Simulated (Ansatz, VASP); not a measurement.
# Ga: VASP beside Ansatz

```
Ga
1.0
     2.71648    0.00000    0.00000
     0.00000    2.71648    0.00000
     0.00000    0.00000    2.71648
Ga
1
Direct
  0.00000 0.00000 0.00000
```

The cell was built by a generator and needn't be a form met in nature.

Alike in both runs: task relaxation of cell and atoms; functional BLYP; k mesh 10 × 10 × 10; occupations fermi-dirac, width 0.05 eV; no spin polarisation.

|  | VASP | Ansatz |
| --- | --- | --- |
| version | VASP 6.6.1 | Ansatz 0.2.0 |
| potentials or method | VASP PAW PBE potentials, release 64 (Ga_d) | Ansatz PAW |
| plane-wave cutoff (eV) | 600 | 420 |
| valence electrons in the cell | 13 | 13 |

Ansatz gave:

| Item | Value |
| --- | --- |
| gap on the k mesh at the Fermi level, each at its own relaxed structure (eV) | none |
| relaxed volume (Å³/atom) | 22.45 |
| relaxed cell length with the largest relative difference (Å) | 2.821 |
| energy change over the relaxation (meV/atom) | -34 |

Problem. Which values does VASP return?

Solution. gap on the k mesh at the Fermi level, each at its own relaxed structure (eV): none; relaxed volume (Å³/atom): 22.46; relaxed cell length with the largest relative difference (Å): 2.821; energy change over the relaxation (meV/atom): -34.

A gap of «none» marks a metal or a gap that the smearing closes.

Caveats: the PAW data sets were made with another functional, which shifts forces and pressure a little (VASP); the plane-wave basis is chosen anew once the cell has moved, so the energies of steps on either side of that aren't comparable (Ansatz); the PAW data sets come from PBE, with cores solved anew for the run's functional, which leaves a small shift of forces and pressure (Ansatz).
